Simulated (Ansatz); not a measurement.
TiAl:

```
Ti Al
1.0
     3.17906    0.00000    0.00000
     0.00000    3.17906    0.00000
     0.00000    0.00000    3.17906
Ti Al
1 1
Direct
  0.00000 0.00000 0.00000
  0.50000 0.50000 0.50000
```

The cell comes from a database or a generator and needn't be the stable form of this composition.

```yaml
Program: Ansatz 0.2.0
Task: relaxation of cell and atoms
Functional: PBEsol
Potentials_or_basis: all-electron LAPW, scalar-relativistic
Basis_error_allowed: 0.001 eV/atom
k_mesh: 8 × 8 × 8
Occupations: fermi-dirac, width 0.05 eV
Spin: no spin polarisation
```

At the start: volume 16.06 Å³/atom.

Task: Where does the relaxation end?

Result: Over 4 steps the energy falls by 2.6 meV/atom and the volume is 15.73 Å³/atom (-2.1 %); space group Pm-3m (No. 221, to 0.05 Å).

The path:
```csv
step,energy change (eV),largest force (eV/Å),volume (Å³)
1,0.0000,0.0000,32.13
2,-0.0038,0.0000,31.12
3,-0.0052,0.0000,31.46
4,-0.0052,0.0000,31.46
```

Final structure:
```
Ti Al
1.0
     3.15695    0.00000    0.00000
     0.00000    3.15695    0.00000
     0.00000    0.00000    3.15695
Ti Al
1 1
Direct
  0.00000 0.00000 0.00000
  0.50000 0.50000 0.50000
```
